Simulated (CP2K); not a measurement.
The system is Sb.

```
CELL_PARAMETERS angstrom
3.12240 0.00000 0.00000
0.00000 4.34752 0.00000
-0.03891 0.00000 4.40585
ATOMIC_POSITIONS crystal
Sb 0.01139 0.25000 0.24117
Sb 0.98861 0.75000 0.75883
```

This isn't the form of Sb at room conditions, which is rhombohedral.

- Program: CP2K 2026.2
- Task: relaxation of cell and atoms
- Functional: LDA
- Potentials or basis: GTH_POTENTIALS Sb GTH-PADE-q5; TZVP-MOLOPT-PBE-GTH basis
- Density cutoff: 6123 eV
- k mesh: 7 × 5 × 5
- Occupations: fermi-dirac, width 0.01 eV
- Spin: no spin polarisation

At the start: pressure -3.1 GPa; volume 29.90 Å³/atom.

Where does the relaxation end?

Over 18 steps the energy falls by 23.0 meV/atom and the volume is 28.19 Å³/atom (-5.7 %); space group Pm-3m (No. 221, to 0.05 Å).

The path:
```tsv
step	energy change (eV)	largest force (eV/Å)	volume (Å³)
1	0.0000	0.0703	59.81
2	-0.0032	0.0784	59.65
3	0.0042	0.0966	54.00
4	-0.0356	0.1345	57.22
5	-0.0374	0.1297	56.80
6	-0.0389	0.1128	56.46
7	-0.0412	0.0745	56.12
8	-0.0437	0.0255	55.96
9	-0.0449	0.0228	56.14
10	-0.0450	0.0214	56.31
11	-0.0450	0.0206	56.35
12	-0.0451	0.0185	56.43
13	-0.0454	0.0158	56.52
14	-0.0457	0.0110	56.56
15	-0.0459	0.0043	56.50
16	-0.0460	0.0013	56.41
17	-0.0460	0.0028	56.38
18	-0.0460	0.0028	56.38
```

Final structure:
```xyz
2
Lattice="3.0507 0.0000 0.0000 0.0000 4.2995 0.0000 -0.0290 0.0000 4.2983" Properties=species:S:1:pos:R:3 pbc="T T T"
Sb   -0.0074    1.0749    1.0750
Sb    3.0291    3.2246    3.2233
```

Caveat: the basis of atomic orbitals isn't converged, which shifts pressures, moduli and gaps.
